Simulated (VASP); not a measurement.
Set up this calculation in VASP 6.6.1, as the native input.

```yaml
Task: single point
Functional: PBE
Potentials_or_basis: VASP PAW PBE potentials, release 64 (K_sv, Br)
Cutoff: 520 eV
k_mesh: 6 × 6 × 6
Occupations: fermi-dirac, width 0.02 eV
Spin: no spin polarisation
Dipole_correction: no
Further_INCAR_settings: ALGO = Fast; EDIFF = 1e-06; NBANDS = 15
```

The structure of KBr lies in POSCAR:

```
KBr
1.0
    0.0000000000      3.1321820574      3.3499521082
    3.1321820574      0.0000000000      3.3499521082
    3.1321820574      3.1321820574      0.0000000000
K Br
1 1
Direct
    0.0000000000      0.0000000000      0.0000000000
    0.5000000000      0.5000000000      0.5000000000
```

The cell was built by a generator and needn't be a form met in nature.

The cell isn't the ideal one: epitaxial_xy strain -5.2%.

These files were run (other wordings do the same):

INCAR

```
SYSTEM = KBr
ALGO = Fast
EDIFF = 1E-6
ENCUT = 520
GGA = PE
ISIF = 2
ISMEAR = -1
LASPH = .TRUE.
LCHARG = .FALSE.
LREAL = .FALSE.
LWAVE = .FALSE.
NBANDS = 15
NELM = 100
PREC = Accurate
SIGMA = 0.02
```

KPOINTS

```
k-points
0
G
  6 6 6
  0 0 0
```

Potentials or basis: VASP PAW PBE potentials, release 64 (K_sv, Br).

Run with:

```console
$ cat potpaw_PBE.64/K_sv/POTCAR potpaw_PBE.64/Br/POTCAR > POTCAR
$ mpirun -np 1 vasp_std > vasp.out
```

It gave:

The pressure is 2.9 GPa and the band gap on the k mesh is 4.65 eV, direct.

Run time: 46 s on 1 thread of Intel(R) Xeon(R) Platinum 8559C (Emerald Rapids) (shared host), peak memory 0.21 GiB.
